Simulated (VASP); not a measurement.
**VASP 6.6.1 run: SiC**

INCAR

```
NELM = 120
NBANDS = 11
ISIF = 2
LWAVE = .FALSE.
EDIFF = 1E-7
PREC = Accurate
LASPH = .TRUE.
ISMEAR = -1
LCHARG = .FALSE.
IBRION = -1
SIGMA = 0.02
LREAL = .FALSE.
ALGO = Normal
METAGGA = R2SCAN
ENCUT = 300
NSW = 0
```

KPOINTS

```
KPOINTS created by Atomic Simulation Environment
0
Gamma
10 10 10
0 0 0
```

POSCAR

```
Si C
 1.0000000000000000
     2.6201228653549338    0.0000000000000000   -0.0000000000000000
     0.0000000000000000    2.6201228653549338    0.0000000000000000
    -0.0000000000000000    0.0000000000000000    2.6201228653549338
 Si  C
   1   1
Cartesian
  0.0000000000000000 -0.0000000000000000 -0.0000000000000000
  1.3100614326774669  1.3100614326774669  1.3100614326774669
```

The recommended PBE PAW datasets give the neutral cell 8 valence electrons.

Command

```
mpirun -np 1 vasp_std
```

Problem. How does this run end, and what does it give?

Solution. It converged. Results: gap between bands v and c on the k mesh -3.78 eV (bands overlap: a metal); least direct gap on the k mesh 0.06 eV; pressure -7.5 GPa. Band v is the last that the valence electrons fill when counted band by band, and c is the next.

OSZICAR

```
N       E                     dE             d eps       ncg     rms          rms(c)
DAV:   1    -0.534884763871E+01   -0.53488E+01   -0.29822E+03  1321   0.409E+02
DAV:   2    -0.164258343935E+02   -0.11077E+02   -0.10317E+02  1628   0.776E+01
DAV:   3    -0.166618835656E+02   -0.23605E+00   -0.23394E+00  1490   0.892E+00
DAV:   4    -0.166622250080E+02   -0.34144E-03   -0.34137E-03  1365   0.416E-01
DAV:   5    -0.166622256158E+02   -0.60783E-06   -0.60725E-06  1471   0.144E-02    0.556E+00
DAV:   6    -0.146855068039E+02    0.19767E+01   -0.14995E+00  1300   0.549E+00    0.310E+00
DAV:   7    -0.146859465031E+02   -0.43970E-03   -0.42160E-02  1505   0.131E+00    0.159E+00
DAV:   8    -0.146846823152E+02    0.12642E-02   -0.50068E-03  1358   0.479E-01    0.124E-01
DAV:   9    -0.146845921505E+02    0.90165E-04   -0.81903E-04  1450   0.134E-01    0.497E-02
DAV:  10    -0.146846150619E+02   -0.22911E-04   -0.60731E-05  1363   0.486E-02    0.144E-02
DAV:  11    -0.146846135743E+02    0.14877E-05   -0.12057E-05  1402   0.174E-02    0.549E-03
DAV:  12    -0.146846132013E+02    0.37299E-06   -0.49954E-07  1409   0.512E-03    0.370E-04
DAV:  13    -0.146846131403E+02    0.61012E-07   -0.87821E-09   751   0.680E-04
   1 F= -.14684613E+02 E0= -.14683904E+02  d E =-.141784E-02
```

These settings aren't sound, so the numbers aren't properties of the crystal.

On sound settings r²SCAN gives a gap of -3.77 eV on its mesh and a pressure of -0.1 GPa for the intended cell.
